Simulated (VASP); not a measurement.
# ZnS (P6_3mc) in VASP: single point with PBEsol

Aim: the single point of ZnS with PBEsol.

All numbers are computed with VASP 6.6.1; they aren't measurements. Logs are shortened: lines on timing, memory, paths and dates and some standing lists are left out, and cuts for length are marked.

**The experiment to reproduce.**

From a printed reference work, monograph, for a bulk crystal of ZnS at 4 K: band gap 3.911 eV (direct).

The runs below are set against these values where they give the same quantity.

**1. The structure**

Symmetry: P6_3mc, No. 186, hexagonal system. The conventional cell has a = 3.811 Å, b = 3.811 Å, c = 6.234 Å, α = 90.00°, β = 90.00°, γ = 120.00°. Around Zn (site symmetry 3m) lie 4 S at 2.31 to 2.40 Å. Around S (site symmetry 3m) lie 4 Zn at 2.31 to 2.40 Å.

**2. Single point, PBEsol**

The input, INCAR:

```
ALGO = Normal
EDIFF = 1E-6
ENCUT = 520
GGA = PS
ISIF = 2
ISMEAR = 0
LASPH = T
LCHARG = F
LREAL = F
LWAVE = F
NBANDS = 26
NELM = 60
PREC = Accurate
SIGMA = 0.1
```

The input, KPOINTS:

```
k-points
0
Gamma
  6 6 4
```

The input, POSCAR:

```
ZnS
1.0
    3.8109987816      0.0000000000      0.0000000000
   -1.9054993908      3.3004217586      0.0000000000
    0.0000000000      0.0000000000      6.2340000000
Zn S
2 2
Direct
    0.3333333333      0.6666666667      0.0000000000
    0.6666666667      0.3333333333      0.5000000000
    0.3333333333      0.6666666667      0.3850000000
    0.6666666667      0.3333333333      0.8850000000
```

Potentials or basis: VASP PAW PBE potentials, release 64 (Zn, S).

On the command line:

```console
$ cat potpaw_PBE.64/Zn/POTCAR potpaw_PBE.64/S/POTCAR > POTCAR
$ mpirun -np 1 vasp_std > vasp.out
```

OUTCAR:

```text
EDIFF = 1E-6
   ENCUT = 520
   GGA = PS
   ISIF = 2
   ISMEAR = 0
   LASPH = T
   LREAL = F
   NELM = 60
   PREC = Accurate

 ion  position               nearest neighbor table
   1  0.333  0.667  0.000-   4 2.31   4 2.31   4 2.31   3 2.40
   2  0.667  0.333  0.500-   3 2.31   3 2.31   3 2.31   4 2.40
   3  0.333  0.667  0.385-   2 2.31   2 2.31   2 2.31   1 2.40
   4  0.667  0.333  0.885-   1 2.31   1 2.31   1 2.31   2 2.40

  LATTYP: Found a hexagonal cell.
 ALAT       =     3.8109987816
 C/A-ratio  =     1.6357916539

  Lattice vectors:

 A1 = (   3.8109987816,   0.0000000000,   0.0000000000)
 A2 = (  -1.9054993908,   3.3004217586,   0.0000000000)
 A3 = (   0.0000000000,   0.0000000000,   6.2340000000)

Analysis of symmetry for initial positions (statically):
=====================================================================
 Subroutine PRICEL returns:
 Original cell was already a primitive cell.

 Routine SETGRP: Setting up the symmetry group for a
 hexagonal supercell.

 Subroutine GETGRP returns: Found 12 space group operations
 (whereof  6 operations were pure point group operations)
 out of a pool of 24 trial point group operations.

The static configuration has the point symmetry C_3v.
 The point group associated with its full space group is C_6v.

Analysis of symmetry for dynamics (positions and initial velocities):
=====================================================================
 Subroutine PRICEL returns:
 Original cell was already a primitive cell.

 Routine SETGRP: Setting up the symmetry group for a
 hexagonal supercell.

 Subroutine GETGRP returns: Found 12 space group operations
 (whereof  6 operations were pure point group operations)
 out of a pool of 24 trial point group operations.

The dynamic configuration has the point symmetry C_3v.
 The point group associated with its full space group is C_6v.

 Subroutine INISYM returns: Found 12 space group operations
 (whereof  6 operations are pure point group operations),
 and found     1 'primitive' translations

----------------------------------------------------------------------------------------

                                     Primitive cell

  volume of cell :      78.4106
[... 84 lines left out ...]
   LNONCOLLINEAR =      F non collinear calculations
   LSORBIT =      F    spin-orbit coupling
   LASPH  =      T    aspherical Exc in radial PAW
   ENCUT  =  520.0 eV  38.22 Ry    6.18 a.u.   7.09  7.09 11.59*2*pi/ulx,y,z
   NELM   =     60;   NELMIN=  2; NELMDL= -5     # of ELM steps
   EDIFF  = 0.1E-05   stopping-criterion for ELM
   LREAL  =      F    real-space projection
   EDIFFG = 0.1E-04   stopping-criterion for IOM
   NSW    =      0    number of steps for IOM
   IBRION =     -1    ionic relax: 0-MD 1-quasi-New 2-CG
   NFREE  =      0    steps in history (QN), initial steepest desc. (CG)
   ISIF   =      2    stress and relaxation
   ISYM   =      2    0-nonsym 1-usesym 2-fastsym
   POTIM  = 0.5000    time-step for ionic-motion
   TEBEG  =    0.0;   TEEND  =   0.0 temperature during run
   PSTRESS=    0.0 pullay stress
   NELECT =      36.0000    total number of electrons
   NUPDOWN=      -1.0000    fix difference up-down
   EMIN   =  10.00;   EMAX   =-10.00  energy-range for DOS
   EFERMI =   0.00;   METHOD = LEGACY
   ISMEAR =     0;   SIGMA  =   0.10  broadening in eV -4-tet -1-fermi 0-gaus
   EFERMI_NEDOS =   21; number of points for ismear=-14 and -15
   IALGO  =     38    algorithm
   IMIX   =      4    mixing-type and parameters
     AMIX     =   0.40;   BMIX     =  1.00
     AMIX_MAG =   1.60;   BMIX_MAG =  1.00
  volume/ion in A,a.u.               =      19.60       132.29
  Fermi-wavevector in a.u.,A,eV,Ry     =   1.262944  2.386617 21.701656  1.595027
  Thomas-Fermi vector in A             =   2.396326
   LORBIT       =      0    0 simple, 1 ext, 2 COOP (PROOUT), +10 PAW based schemes
   GGA     = PS    functional components
   LHFCALC =     F    Hartree Fock is set to
   AEXX    =    0.0000 exact exchange contribution
   IVDW    =     0    specifies the selected vdW correction
   LEPSILON=     F    determine dielectric tensor
   LRPA    =     F    only Hartree local field effects (RPA)
 non-spin polarized calculation
 Gauss-broadening in eV      SIGMA  =   0.10
  energy-cutoff  :      520.00
  volume of cell :       78.41
 maximum number of plane-waves:      2133
   NGX = 15   NGY = 15   NGZ = 23

 number of electron      35.9999977 magnetization

 Free energy of the ion-electron system (eV)
  ---------------------------------------------------
  ext. energy  EPLUGINS =         0.00000000
  ---------------------------------------------------
  free energy    TOTEN  =       -15.13819253 eV

  energy without entropy =      -15.13819253  energy(sigma->0) =      -15.13819253

 E-fermi :   2.4977     XC(G=0):  -9.8691

 val. band max:        2.0713843734   @ k =   0.0000   0.0000   0.0000
 cond. band min:       4.1865669195   @ k =   0.0000   0.0000   0.0000
 fundamental gap:      2.1151825460
 Fermi energy:         2.4976533515

 k-point     1 :       0.0000    0.0000    0.0000
  band No.  band energies     occupation
      1     -11.1379      2.00000
      2     -10.1966      2.00000
      3      -4.3328      2.00000
      4      -4.3328      2.00000
      5      -4.2692      2.00000
      6      -4.2692      2.00000
[... 598 lines left out ...]
     25      11.7276      0.00000
     26      11.7276      0.00000

------------------------ aborting loop because EDIFF is reached ----------------------------------------

  FORCE on cell =-STRESS in cart. coord.  units (eV):
  Direction    XX          YY          ZZ          XY          YZ          ZX
  --------------------------------------------------------------------------------------
  -------------------------------------------------------------------------------------
  Total       -0.2272045     -0.2272045     -1.1523211      0.0000000      0.0000000      0.0000000
  in kB       -4.6425066     -4.6425066    -23.5455621      0.0000000      0.0000000      0.0000000
  external PRESSURE =     -10.9435251 kB  Pullay stress =       0.0000000 kB

 VOLUME and BASIS-vectors are now :
 -----------------------------------------------------------------------------
  energy-cutoff  :      520.00
  volume of cell :       78.41
      direct lattice vectors                 reciprocal lattice vectors
     3.810998782  0.000000000  0.000000000     0.262398405  0.151495789  0.000000000
    -1.905499391  3.300421759  0.000000000     0.000000000  0.302991579  0.000000000
     0.000000000  0.000000000  6.234000000     0.000000000  0.000000000  0.160410651

 POSITION                                       TOTAL-FORCE (eV/Angst)
 -----------------------------------------------------------------------------------
     -0.00000      2.20028      0.00000        -0.000000     -0.000000      0.309950
      1.90550      1.10014      3.11700         0.000000     -0.000000      0.309950
     -0.00000      2.20028      2.40009         0.000000     -0.000000     -0.309950
      1.90550      1.10014      5.51709         0.000000      0.000000     -0.309950
 -----------------------------------------------------------------------------------
    total drift:                               -0.000000     -0.000000     -0.000017

  FREE ENERGIE OF THE ION-ELECTRON SYSTEM (eV)
  ---------------------------------------------------
  free  energy   TOTEN  =       -15.1381925259 eV

  energy  without entropy=      -15.1381925259  energy(sigma->0) =      -15.13819253
```

OSZICAR:

```text
N       E                     dE             d eps       ncg     rms          rms(c)
DAV:   1     0.239821234266E+03    0.23982E+03   -0.17124E+04  1092   0.167E+03
DAV:   2     0.804961625757E+01   -0.23177E+03   -0.22220E+03  1140   0.348E+02
DAV:   3    -0.153820835677E+02   -0.23432E+02   -0.23175E+02  1300   0.110E+02
DAV:   4    -0.159458708138E+02   -0.56379E+00   -0.56266E+00  1286   0.174E+01
DAV:   5    -0.159542207185E+02   -0.83499E-02   -0.83481E-02  1320   0.206E+00    0.960E+00
DAV:   6    -0.151492054713E+02    0.80502E+00   -0.17649E+00  1464   0.401E+01    0.738E+00
DAV:   7    -0.151474711296E+02    0.17343E-02   -0.11915E+00  1162   0.668E+00    0.324E+00
DAV:   8    -0.151382883565E+02    0.91828E-02   -0.31152E-02  1404   0.188E+00    0.842E-01
DAV:   9    -0.151379685991E+02    0.31976E-03   -0.97309E-03  1462   0.153E+00    0.214E-01
DAV:  10    -0.151380656300E+02   -0.97031E-04   -0.58021E-04  1364   0.315E-01    0.113E-01
DAV:  11    -0.151381935533E+02   -0.12792E-03   -0.20476E-04  1142   0.102E-01    0.623E-02
DAV:  12    -0.151381903408E+02    0.32125E-05   -0.13585E-05  1306   0.744E-02    0.818E-03
DAV:  13    -0.151381928015E+02   -0.24607E-05   -0.51047E-06  1140   0.111E-02    0.361E-03
DAV:  14    -0.151381925259E+02    0.27557E-06   -0.33763E-07   730   0.727E-03
   1 F= -.15138193E+02 E0= -.15138193E+02  d E =-.878912E-11
```

Wall time 93 s (1 thread of AMD EPYC, shared host); peak memory 0.16 GiB.

What came out:

| Item | Value |
| --- | --- |
| Free energy | -15.1382 eV |
| Pressure | -1.1 GPa |
| Largest force | 0.310 eV/Å |
| Band gap on the k mesh | 2.12 eV, direct |

Forces in eV/Å, atoms in the order of the input:
```
Zn   0.000  0.000  0.310
Zn   0.000  0.000  0.310
S    0.000  0.000 -0.310
S    0.000  0.000 -0.310
```

Caveat: the PAW data sets were made with another functional, which shifts forces and pressure a little.

**3. Against experiment**

Step 2. Measured gap of ZnS: 3.911 eV (direct; 4 K; a printed reference work, monograph). This calculation gives 2.12 eV (-1.80 eV). The value is that of PBEsol, without temperature or zero-point motion. Semilocal functionals fall short of measured gaps as a rule.
